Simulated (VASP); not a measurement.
A run of VASP 6.6.1 is set up as follows.

POSCAR

```
CdS
1.0
    0.0000000000      2.7532440000      2.7532440000
    2.7532440000      0.0000000000      2.7532440000
    2.7532440000      2.7532440000      0.0000000000
Cd S
1 1
Direct
    0.0000000000      0.0000000000      0.0000000000
    0.5000000000      0.5000000000      0.5000000000
```

File INCAR.step1:

```
SYSTEM = CdS
PREC = Accurate
ENCUT = 500
EDIFF = 1E-8
ISMEAR = 0
SIGMA = 0.01
LREAL = .FALSE.
LASPH = .TRUE.
NELM = 80
ALGO = Normal
LWAVE = .TRUE.
LCHARG = .FALSE.
GGA = PE
```

Contents of INCAR.step2:

```
SYSTEM = CdS
PREC = Accurate
ENCUT = 500
EDIFF = 1E-8
ISMEAR = 0
SIGMA = 0.01
LREAL = .FALSE.
LASPH = .TRUE.
NELM = 1
ALGO = Exact
LWAVE = .TRUE.
LCHARG = .FALSE.
GGA = PE
NBANDS = 110
LOPTICS = .TRUE.
ISTART = 1
```

Contents of INCAR.step3:

```
SYSTEM = CdS
PREC = Accurate
ENCUT = 500
EDIFF = 1E-8
ISMEAR = 0
SIGMA = 0.01
LREAL = .FALSE.
LASPH = .TRUE.
ALGO = EVGW0
LWAVE = .TRUE.
LCHARG = .FALSE.
GGA = PE
NELMGW = 1
NBANDS = 110
ENCUTGW = 150
NOMEGA = 48
PRECFOCK = Fast
ISTART = 1
NBANDSGW = 17
```

INCAR.step4

```
SYSTEM = CdS
PREC = Accurate
ENCUT = 500
EDIFF = 1E-8
ISMEAR = 0
SIGMA = 0.01
LREAL = .FALSE.
LASPH = .TRUE.
ALGO = BSE
LWAVE = .FALSE.
LCHARG = .FALSE.
GGA = PE
NBANDS = 110
ENCUTGW = 150
NBANDSO = 4
NBANDSV = 6
ANTIRES = 0
OMEGAMAX = 20
PRECFOCK = Fast
ISTART = 1
NBSEEIG = 10
```

KPOINTS

```
regular mesh
0
G
  5 5 5
  0 0 0
```

Potentials or basis: VASP PAW PBE potentials, release 64 (Cd_GW, S_GW).

The run is started by

```bash
$ cat potpaw_PBE.64/Cd_GW/POTCAR potpaw_PBE.64/S_GW/POTCAR > POTCAR
$ cp INCAR.step1 INCAR
$ mpirun -np 1 vasp_std > vasp.out
$ cp INCAR.step2 INCAR
$ mpirun -np 1 vasp_std > vasp.out
$ cp INCAR.step3 INCAR
$ mpirun -np 1 vasp_std > vasp.out
$ cp INCAR.step4 INCAR
$ mpirun -np 1 vasp_std > vasp.out
```

(1) Predict the quasiparticle gap.

(2) What does it give for the least direct quasiparticle gap?

(3) Estimate the band gap on the k mesh, mean-field level.

Results:

(1) 1.36 eV.

(2) 2.13 eV.

(3) 0.75 eV, indirect (least direct gap 1.54 eV).

Caveat: bands, screening cutoff and mesh are small and nothing is extrapolated, so the quasiparticle values aren't converged; an odd mesh through Γ misses points on the zone boundary, where band edges often lie.
